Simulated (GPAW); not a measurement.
Crystal: As.

```
As
1.0
     1.88080    1.08588    3.51406
    -1.88080    1.08588    3.51406
     0.00000   -2.17176    3.51406
As
2
Direct
  0.22600 0.22600 0.22600
  0.77400 0.77400 0.77400
```

| Quantity | Value |
| --- | --- |
| Program | GPAW 26.7.0 |
| Task | single point |
| Functional | PBEsol |
| Potentials or basis | PAW data sets generated in the run's folder for this functional |
| Cutoff | 600 eV |
| Basis | pw |
| k mesh | 9 × 9 × 9 |
| Occupations | fermi-dirac, width 0.05 eV |
| Spin | no spin polarisation |

On this cell: pressure 0.5 GPa; largest force 0.425 eV/Å; band gap on the k mesh none (metal or under the smearing width).

The same run follows on a disturbed copy (atoms moved at random, drawn with an rms of 0.05 Å):

```xyz
2
Lattice="1.8808 1.0859 3.5141 -1.8808 1.0859 3.5141 0.0000 -2.1718 3.5141" Properties=species:S:1:pos:R:3 pbc="T T T"
As   -0.0243   -0.0316    2.3523
As    0.0000    0.0160    8.1497
```

**Question.** What changes?

**Answer.** The energy (extrapolated to zero smearing) moves by +9.5 meV/atom; pressure 1.1 GPa; largest force 0.712 eV/Å; band gap on the k mesh none (metal or under the smearing width).

Forces in eV/Å, atoms in the order of the input:
```
As   0.129  0.290  0.638
As  -0.129 -0.290 -0.638
```

Stress tensor (GPa, compression positive):
```
 0.76 -0.23  0.63
-0.23  1.94  1.35
 0.63  1.35  0.65
```
